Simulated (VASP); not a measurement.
# Al (Fm-3m) in VASP: density of states with PBE

Aim: the density of states of Al with PBE.

Program: VASP 6.6.1. These are calculated values, not measurements. Logs are shortened: lines on timing, memory, paths and dates and some standing lists are left out, and cuts for length are marked.

## (1) The crystal as given

Symmetry: Fm-3m, No. 225, cubic system. Conventional cell: a = 4.053 Å, b = 4.053 Å, c = 4.053 Å, α = 90.00°, β = 90.00°, γ = 90.00°. Al (site symmetry m-3m) has 12 Al at 2.87 Å as nearest neighbours.

## (2) Density of states, PBE

Contents of POSCAR:

```
Al                                      
1.0
    0.0000000000      2.0266925247      2.0266925247
    2.0266925247      0.0000000000      2.0266925247
    2.0266925247      2.0266925247      0.0000000000
  Al            
     1
Direct
     0.0000000000000000    0.0000000000000000    0.0000000000000000
```

Contents of INCAR.step1:

```
SYSTEM = Al
  PREC = Accurate
  ENCUT = 520
  EDIFF = 1E-7
  ISMEAR = 0
  SIGMA = 0.1
  LREAL = .FALSE.
  LASPH = .TRUE.
  NELM = 60
  ALGO = Normal
  ISIF = 2
  LWAVE = .FALSE.
  LCHARG = .TRUE.
  GGA = PE
  NBANDS = 8
```

Contents of KPOINTS.step1:

```
Automatic mesh
0
G
  4 4 4
  0 0 0
```

Contents of INCAR.step2:

```
SYSTEM = Al
  PREC = Accurate
  ENCUT = 520
  EDIFF = 1E-7
  ISMEAR = -5
  SIGMA = 0.1
  LREAL = .FALSE.
  LASPH = .TRUE.
  NELM = 60
  ALGO = Normal
  ISIF = 2
  LWAVE = .FALSE.
  LCHARG = .FALSE.
  GGA = PE
  LORBIT = 11
  NBANDS = 8
  NEDOS = 2001
  ICHARG = 11
```

Contents of KPOINTS.step2:

```
Automatic mesh
0
G
  6 6 6
  0 0 0
```

Potentials or basis: VASP PAW PBE potentials, release 64 (Al).

On the command line:

```bash
$ cat potpaw_PBE.64/Al/POTCAR > POTCAR
$ cp INCAR.step1 INCAR
$ cp KPOINTS.step1 KPOINTS
$ mpirun -np 1 vasp_std > vasp.out
$ cp INCAR.step2 INCAR
$ cp KPOINTS.step2 KPOINTS
$ mpirun -np 1 vasp_std > vasp.out
```

OUTCAR:

```text
SYSTEM = Al
   PREC = Accurate
   ENCUT = 520
   EDIFF = 1E-7
   ISMEAR = -5
   LREAL = .FALSE.
   LASPH = .TRUE.
   NELM = 60
   ISIF = 2
   GGA = PE
   LORBIT = 11
   ICHARG = 11

 ion  position               nearest neighbor table
   1  0.000  0.000  0.000-

  LATTYP: Found a face centered cubic cell.
 ALAT       =     4.0533850494

  Lattice vectors:

 A1 = (   0.0000000000,   2.0266925247,   2.0266925247)
 A2 = (   2.0266925247,   0.0000000000,   2.0266925247)
 A3 = (   2.0266925247,   2.0266925247,   0.0000000000)

Analysis of symmetry for initial positions (statically):
=====================================================================
 Subroutine PRICEL returns:
 Original cell was already a primitive cell.

 Routine SETGRP: Setting up the symmetry group for a
 face centered cubic supercell.

 Subroutine GETGRP returns: Found 48 space group operations
 (whereof 48 operations were pure point group operations)
 out of a pool of 48 trial point group operations.

The static configuration has the point symmetry O_h .

Analysis of symmetry for dynamics (positions and initial velocities):
=====================================================================
 Subroutine PRICEL returns:
 Original cell was already a primitive cell.

 Routine SETGRP: Setting up the symmetry group for a
 face centered cubic supercell.

 Subroutine GETGRP returns: Found 48 space group operations
 (whereof 48 operations were pure point group operations)
 out of a pool of 48 trial point group operations.

The dynamic configuration has the point symmetry O_h .

 Subroutine INISYM returns: Found 48 space group operations
 (whereof 48 operations are pure point group operations),
 and found     1 'primitive' translations

----------------------------------------------------------------------------------------

                                     Primitive cell

  volume of cell :      16.6492

  direct lattice vectors                    reciprocal lattice vectors
     0.000000000  2.026692525  2.026692525    -0.246707379  0.246707379  0.246707379
     2.026692525  0.000000000  2.026692525     0.246707379 -0.246707379  0.246707379
     2.026692525  2.026692525  0.000000000     0.246707379  0.246707379 -0.246707379

  length of vectors
     2.866176055  2.866176055  2.866176055     0.427309714  0.427309714  0.427309714

  position of ions in fractional coordinates (direct lattice)
     0.000000000  0.000000000  0.000000000

  ion indices of the primitive-cell ions
   primitive index   ion index
                 1           1

----------------------------------------------------------------------------------------

 KPOINTS: Automatic mesh

Automatic generation of k-mesh.
 Grid dimensions read from file:
 generate k-points for:    6    6    6

 Generating k-lattice:

  Cartesian coordinates                     Fractional coordinates (reciprocal lattice)
    -0.041117896  0.041117896  0.041117896     0.166666667  0.000000000  0.000000000
     0.041117896 -0.041117896  0.041117896     0.000000000  0.166666667  0.000000000
     0.041117896  0.041117896 -0.041117896     0.000000000  0.000000000  0.166666667

  Length of vectors
     0.071218286  0.071218286  0.071218286

  Shift w.r.t. Gamma in fractional coordinates (k-lattice)
     0.000000000  0.000000000  0.000000000

 TETIRR: Found     35 inequivalent tetrahedra from     1296

 Subroutine IBZKPT returns following result:
 ===========================================

 Found     16 irreducible k-points:

 Following reciprocal coordinates:
            Coordinates               Weight
  0.000000  0.000000  0.000000      1.000000
  0.166667  0.000000  0.000000      8.000000
  0.333333  0.000000  0.000000      8.000000
  0.500000  0.000000  0.000000      4.000000
  0.166667  0.166667  0.000000      6.000000
  0.333333  0.166667  0.000000     24.000000
  0.500000  0.166667  0.000000     24.000000
 -0.333333  0.166667  0.000000     24.000000
 -0.166667  0.166667  0.000000     12.000000
  0.333333  0.333333  0.000000      6.000000
  0.500000  0.333333  0.000000     24.000000
 -0.333333  0.333333  0.000000     12.000000
  0.500000  0.500000  0.000000      3.000000
  0.500000  0.333333  0.166667     24.000000
 -0.333333  0.333333  0.166667     24.000000
 -0.333333  0.500000  0.166667     12.000000
   k-points           NKPTS =     16   k-points in BZ     NKDIM =     16   number of bands    NBANDS=      8
   number of dos      NEDOS =   2001   number of ions     NIONS =      1
   total plane-waves  NPLWV =  13824
   dimension x,y,z NGX =    24 NGY =   24 NGZ =   24
   dimension x,y,z NGXF=    48 NGYF=   48 NGZF=   48
   ions per type =               1
   NGX,Y,Z   is equivalent  to a cutoff of  13.92, 13.92, 13.92 a.u.
   NGXF,Y,Z  is equivalent  to a cutoff of  27.84, 27.84, 27.84 a.u.
 SYSTEM =  Al
   PREC   = accura    normal or accurate (medium, high low for compatibility)
   ISTART =      0    job   : 0-new  1-cont  2-samecut
   ICHARG =     11    charge: 1-file 2-atom 10-const
   ISPIN  =      1    spin polarized calculation?
   LNONCOLLINEAR =      F non collinear calculations
   LSORBIT =      F    spin-orbit coupling
   LASPH  =      T    aspherical Exc in radial PAW
   ENCUT  =  520.0 eV  38.22 Ry    6.18 a.u.   5.33  5.33  5.33*2*pi/ulx,y,z
   NELM   =     60;   NELMIN=  2; NELMDL=  0     # of ELM steps
   EDIFF  = 0.1E-06   stopping-criterion for ELM
   LREAL  =      F    real-space projection
   EDIFFG = 0.1E-05   stopping-criterion for IOM
   NSW    =      0    number of steps for IOM
   IBRION =     -1    ionic relax: 0-MD 1-quasi-New 2-CG
   NFREE  =      0    steps in history (QN), initial steepest desc. (CG)
   ISIF   =      2    stress and relaxation
   ISYM   =      2    0-nonsym 1-usesym 2-fastsym
   POTIM  = 0.5000    time-step for ionic-motion
   TEBEG  =    0.0;   TEEND  =   0.0 temperature during run
   PSTRESS=    0.0 pullay stress
   NELECT =       3.0000    total number of electrons
   NUPDOWN=      -1.0000    fix difference up-down
   EMIN   =  10.00;   EMAX   =-10.00  energy-range for DOS
   EFERMI =   0.00;   METHOD = LEGACY
   ISMEAR =    -5;   SIGMA  =   0.10  broadening in eV -4-tet -1-fermi 0-gaus
   EFERMI_NEDOS =   21; number of points for ismear=-14 and -15
   IALGO  =     38    algorithm
   IMIX   =      4    mixing-type and parameters
     AMIX     =   0.40;   BMIX     =  1.00
     AMIX_MAG =   1.60;   BMIX_MAG =  1.00
  volume/ion in A,a.u.               =      16.65       112.35
  Fermi-wavevector in a.u.,A,eV,Ry     =   0.924664  1.747362 11.633034  0.855004
  Thomas-Fermi vector in A             =   2.050435
   LORBIT       =     11    0 simple, 1 ext, 2 COOP (PROOUT), +10 PAW based schemes
   GGA     = PE    functional components
   LHFCALC =     F    Hartree Fock is set to
   AEXX    =    0.0000 exact exchange contribution
   IVDW    =     0    specifies the selected vdW correction
   LEPSILON=     F    determine dielectric tensor
   LRPA    =     F    only Hartree local field effects (RPA)
 non-spin polarized calculation
 Fermi weights with tetrahedron method with Bloechl corrections
  energy-cutoff  :      520.00
  volume of cell :       16.65
 maximum number of plane-waves:       464
 NGX is ok and might be reduce to    24

 number of electron       3.0000000 magnetization

 Free energy of the ion-electron system (eV)
  ---------------------------------------------------
  ext. energy  EPLUGINS =         0.00000000
  ---------------------------------------------------
  free energy    TOTEN  =        -3.77931344 eV

  energy without entropy =       -3.77931344  energy(sigma->0) =       -3.77931344

 E-fermi :   8.0399     XC(G=0): -10.1607

 val. band max:        7.2575706802   @ k =  -0.3333   0.5000   0.1667
 cond. band min:       8.2879480836   @ k =  -0.3333   0.3333   0.0000
 fundamental gap:      1.0303774035
 Fermi energy:         8.0399149141

 k-point     1 :       0.0000    0.0000    0.0000
  band No.  band energies     occupation
      1      -3.1621      2.00000
      2      20.4808      0.00000
      3      20.4808      0.00000
      4      20.4808      0.00000
      5      21.9036      0.00000
      6      21.9036      0.00000
      7      21.9036      0.00000
      8      24.3180      0.00000

 k-point     2 :       0.1667    0.0000    0.0000
  band No.  band energies     occupation
      1      -2.4131      2.00000
      2      14.5182      0.00000
      3      19.1955      0.00000
      4      19.1955      0.00000
      5      22.4103      0.00000
      6      23.8321      0.00000
      7      23.8321      0.00000
      8      25.1012      0.00000

 k-point     3 :       0.3333    0.0000    0.0000
  band No.  band energies     occupation
      1      -0.1893      2.00000
      2       8.4033      0.71915
      3      18.6135      0.00000
      4      18.6135      0.00000
      5      21.1961      0.00000
      6      21.1961      0.00000
      7      22.1602      0.00000
      8      25.1452      0.00000

 k-point     4 :       0.5000    0.0000    0.0000
  band No.  band energies     occupation
      1       3.3521      2.00000
      2       3.5440      2.02547
      3      19.2261      0.00000
      4      19.2261      0.00000
      5      19.3282      0.00000
      6      19.3282      0.00000
      7      22.9772      0.00000
      8      23.0790      0.00000

 k-point     5 :       0.1667    0.1667    0.0000
  band No.  band energies     occupation
      1      -2.1643      2.00000
      2      16.8677      0.00000
      3      16.8677      0.00000
      4      17.0517      0.00000
      5      20.0857      0.00000
      6      20.3338      0.00000
      7      26.8864      0.00000
      8      26.8865      0.00000

 k-point     6 :       0.3333    0.1667    0.0000
  band No.  band energies     occupation
      1      -0.4349      2.00000
      2      10.8965     -0.10487
      3      15.8129      0.00000
      4      16.5480      0.00000
      5      17.4560      0.00000
      6      22.3249      0.00000
      7      25.9787      0.00000
      8      27.4993      0.00000

 k-point     7 :       0.5000    0.1667    0.0000
  band No.  band energies     occupation
      1       2.7201      2.00000
      2       5.5886      2.04029
      3      14.0919      0.00000
      4      16.0387      0.00000
      5      17.8164      0.00000
      6      23.7991      0.00000
      7      26.0881      0.00000
      8      28.0864      0.00000

 k-point     8 :      -0.3333    0.1667    0.0000
  band No.  band energies     occupation
      1       1.5165      2.00000
      2       7.2115      1.48405
      3      12.9844      0.00000
      4      17.5460      0.00000
      5      19.4694      0.00000
      6      22.7364      0.00000
      7      25.3539      0.00000
      8      27.8873      0.00000

 k-point     9 :      -0.1667    0.1667    0.0000
  band No.  band energies     occupation
      1      -1.1735      2.00000
      2      12.3789     -0.10471
      3      13.7663      0.00000
      4      20.2917      0.00000
      5      22.3097      0.00000
      6      22.4196      0.00000
      7      23.6071      0.00000
      8      24.5038      0.00000

 k-point    10 :       0.3333    0.3333    0.0000
  band No.  band energies     occupation
      1       0.7858      2.00000
      2      12.2652     -0.07914
      3      14.1545      0.00000
      4      14.3143      0.00000
      5      14.3143      0.00000
      6      17.7863      0.00000
      7      30.7456      0.00000
      8      32.1066      0.00000

 k-point    11 :       0.5000    0.3333    0.0000
  band No.  band energies     occupation
      1       3.4199      2.00000
      2       8.9437      0.45311
      3       9.3974      0.00000
      4      14.1047      0.00000
      5      15.6131      0.00000
      6      20.7530      0.00000
      7      29.3805      0.00000
      8      31.7624      0.00000

 k-point    12 :      -0.3333    0.3333    0.0000
  band No.  band energies     occupation
      1       4.6237      2.00000
      2       6.8470      1.99521
      3       8.2879      0.00000
      4      15.1805      0.00000
      5      16.9424      0.00000
      6      26.4895      0.00000
      7      28.0506      0.00000
      8      28.0789      0.00000

 k-point    13 :       0.5000    0.5000    0.0000
  band No.  band energies     occupation
      1       5.0097      2.00000
      2       6.3092      2.02978
      3      13.1696      0.00000
      4      13.4625      0.00000
      5      13.4625      0.00000
      6      16.8931      0.00000
      7      33.1818      0.00000
      8      34.6843      0.00000

 k-point    14 :       0.5000    0.3333    0.1667
  band No.  band energies     occupation
      1       1.7563      2.00000
      2       9.6124      0.32725
      3      11.0506      0.00000
      4      13.2460      0.00000
      5      20.6675      0.00000
      6      22.2744      0.00000
      7      24.2504      0.00000
      8      30.8648      0.00000

 k-point    15 :      -0.3333    0.3333    0.1667
  band No.  band energies     occupation
      1       5.1973      2.00000
      2       5.4482      2.16329
      3      10.9041      0.00000
      4      11.4475      0.00000
      5      21.8503      0.00000
      6      22.3430      0.00000
      7      26.7500      0.00000
      8      27.8836      0.00000

 k-point    16 :      -0.3333    0.5000    0.1667
  band No.  band energies     occupation
      1       5.9276      2.00000
      2       7.2576      1.76083
      3       8.6899      0.00000
      4      10.2291      0.00000
      5      19.7824      0.00000
      6      21.5896      0.00000
      7      27.8614      0.00000
      8      28.8791      0.00000

------------------------ aborting loop because EDIFF is reached ----------------------------------------

  FORCE on cell =-STRESS in cart. coord.  units (eV):
  Direction    XX          YY          ZZ          XY          YZ          ZX
  --------------------------------------------------------------------------------------
  -------------------------------------------------------------------------------------
  Total       -0.1474447     -0.1474447     -0.1474447     -0.0000000     -0.0000000     -0.0000000
  in kB      -14.1888117    -14.1888117    -14.1888117     -0.0000000     -0.0000000     -0.0000000
  external PRESSURE =     -14.1888117 kB  Pullay stress =       0.0000000 kB

 VOLUME and BASIS-vectors are now :
 -----------------------------------------------------------------------------
  energy-cutoff  :      520.00
  volume of cell :       16.65
      direct lattice vectors                 reciprocal lattice vectors
     0.000000000  2.026692525  2.026692525    -0.246707379  0.246707379  0.246707379
     2.026692525  0.000000000  2.026692525     0.246707379 -0.246707379  0.246707379
     2.026692525  2.026692525  0.000000000     0.246707379  0.246707379 -0.246707379

 POSITION                                       TOTAL-FORCE (eV/Angst)
 -----------------------------------------------------------------------------------
      0.00000      0.00000      0.00000         0.000000      0.000000      0.000000
 -----------------------------------------------------------------------------------
    total drift:                               -0.000000      0.000000      0.000000

  FREE ENERGIE OF THE ION-ELECTRON SYSTEM (eV)
  ---------------------------------------------------
  free  energy   TOTEN  =        -3.7793134387 eV

  energy  without entropy=       -3.7793134387  energy(sigma->0) =       -3.77931344

 total charge

# of ion       s       p       d       tot
------------------------------------------
    1        0.427   0.335   0.000   0.763
```

Run time: 3.6 s. Hardware: 1 thread of Intel Xeon Platinum 8259CL at 2.50GHz (Skylake/Cascade Lake), shared host; peak memory 0.12 GiB.

Results:

```yaml
Valence_electrons_inside_the_program's_atomic_spheres: Al 0.76
```

States per cell in windows of 1 eV (zero at the Fermi level; states under -8 eV left out):
```csv
from (eV),total,Al1_p,Al1_s,Al1_d
-8.0,0.22,0.02,0.04,0.00
-7.0,0.27,0.02,0.04,0.00
-6.0,0.37,0.04,0.05,0.00
-5.0,0.33,0.05,0.03,0.00
-4.0,0.32,0.05,0.03,0.00
-3.0,0.32,0.05,0.03,0.00
-2.0,0.40,0.05,0.05,0.00
-1.0,0.38,0.05,0.04,0.00
0.0,0.35,0.05,0.03,0.00
1.0,0.46,0.07,0.04,0.00
2.0,0.53,0.08,0.04,0.00
3.0,0.46,0.07,0.05,0.00
4.0,0.50,0.09,0.05,0.00
5.0,0.58,0.13,0.04,0.00
6.0,0.59,0.13,0.03,0.00
7.0,0.55,0.12,0.02,0.00
```

Caveat: the k mesh is coarse (spacing up to 0.67 Å⁻¹), so the values aren't converged; tetrahedron occupations give inexact forces and stress in metals.
